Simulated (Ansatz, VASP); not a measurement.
## P in VASP and in Ansatz

```
P
1.0
     3.28489    0.00000    0.00000
     0.00000    4.29300    0.00000
     0.00000    0.00000   28.00000
P
4
Direct
  0.00000 0.07741 0.24947
  0.50000 0.42259 0.24947
  0.50000 0.57741 0.32553
  0.00000 0.92259 0.32553
```

Alike in both runs: functional PBEsol; dispersion D3(BJ); k mesh 10 × 8 × 1; occupations gaussian, width 0.03 eV; no spin polarisation.

Ansatz relaxed the structure, and its values are those at the end. VASP's run is a single point on that final structure, the one shown.

|  | VASP | Ansatz |
| --- | --- | --- |
| version | VASP 6.6.1 | Ansatz 0.2.0 |
| potentials or method | VASP PAW PBE potentials, release 64 (P) | scalar-relativistic, plane waves, PAW |
| plane-wave cutoff (eV) | 520 | 420 |
| valence electrons in the cell | 20 | 20 |

|  | VASP | Ansatz | Ansatz less VASP |
| --- | --- | --- | --- |
| gap on the k mesh at the Fermi level (eV) | 0.53 | 0.52 | -0.015 |
| least direct gap on the mesh (eV) | 0.53 | 0.52 | -0.015 |
| rms of the force components (eV/Å) | 0.015 | 0.000 | -0.0153 |

Ansatz warned: «pseudo_functional_mismatch».

Caveats: the PAW data sets were made with another functional, which shifts forces and pressure a little (VASP). Expect the measured gap to be larger: semilocal functionals such as PBEsol lack the derivative discontinuity.
